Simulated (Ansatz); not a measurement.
## Phonon dispersion of Li

Method: DFT PBE, scalar-relativistic, plane waves, PAW (Ansatz). Cutoff 420 eV, 24×24×24 k-points (Γ-centred), Fermi-Dirac smearing of 0.15 eV. No spin polarisation. Phonons by linear response, acoustic sum rule imposed.

Relaxed structure:
```
CELL_PARAMETERS angstrom
-1.71873 1.71873 1.71873
1.71873 -1.71873 1.71873
1.71873 1.71873 -1.71873
ATOMIC_POSITIONS crystal
Li 0.00000 0.00000 0.00000
```

The cell has the bcc type, in a space group that the Crystallography Open Database lists for this formula; it was reached from a generator's guess. In a metal, frequencies and elastic constants depend on the k mesh and the smearing, soft modes and shear constants most. Some empty bands missed the eigensolver's threshold.

Force constants from linear response on a 4×4×4 q mesh.

Path: Γ–H–N–Γ–P–H | P–N. Only the points of the 4×4×4 mesh were computed; the rest is interpolation, which is rough on so few points. On the mesh no mode is imaginary. Distance along the path (Å⁻¹), then the branches (cm⁻¹, negative for imaginary):
```
0.000  0 0 0
0.229  49 49 72
0.457  106 106 135
0.685  168 168 184
0.914  216 226 226
1.142  244 272 272
1.371  280 304 304
1.599  315 324 324
1.828  330 330 330
1.989  322 327 328
2.151  297 318 322
2.312  260 302 316
2.474  216 282 313
2.636  168 256 314
2.797  122 228 317
2.959  82 205 320
3.120  63 195 321
3.282  63 192 315
3.443  60 182 298
3.605  53 164 268
3.767  40 137 228
3.928  23 104 178
4.090  -5 68 122
4.251  -8 33 62
4.413  0 0 0
4.611  24 24 78
4.809  57 57 150
5.006  99 99 210
5.204  144 144 254
5.402  184 184 283
5.600  216 216 295
5.798  241 241 288
5.996  261 261 261
6.194  216 278 278
6.391  165 290 290
6.589  138 297 297
6.787  165 302 302
6.985  223 308 308
7.183  279 317 317
7.381  317 326 326
7.579  330 330 330
7.579  261 261 261
7.693  241 260 278
7.807  219 254 293
7.921  194 246 304
8.036  165 235 312
8.150  135 222 317
8.264  103 209 320
8.379  76 199 321
8.493  63 195 321
```
